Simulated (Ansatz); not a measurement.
Runs of Ansatz 0.2.0 on ScAl3. It takes space group Pm-3m (No. 221, cubic). The conventional cell has a = 4.088 Å, b = 4.088 Å, c = 4.088 Å, α = 90.00°, β = 90.00°, γ = 90.00°. Around Sc (site symmetry m-3m) lie 12 Al at 2.89 Å. Al (site symmetry 4/mmm) has 4 Sc at 2.89 Å and 8 Al at 2.89 Å as nearest neighbours. The cell is a database's computed one.

```tsv
level	gap on the mesh (eV)	pressure (GPa)	relaxed volume (Å³/atom)
PBEsol+D3(BJ)-ATM	none	0.0	16.31
PBEsol	none	0.0	16.87
PBEsol+D3(BJ)	none	0.0	16.23
PBEsol+D4	none	0.0	(a)
```

Alike in all rows: task relaxation of cell and atoms; potentials or basis Ansatz PAW; no spin polarisation; cell relaxed; k mesh 7 × 7 × 7; cutoff (eV) 420; smearing fermi-dirac 0.05 eV.

Task: Fill in the values left out.

Result: (a) 16.54.

Caveats: the plane-wave basis is chosen anew once the cell has moved, so the energies of steps on either side of that aren't comparable; the PAW data sets come from PBE, with cores solved anew for the run's functional, which leaves a small shift of forces and pressure; pairwise dispersion overbinds metals, which lowers pressure and volume (some runs).

A gap of «none» marks a metal or a gap under the smearing width.
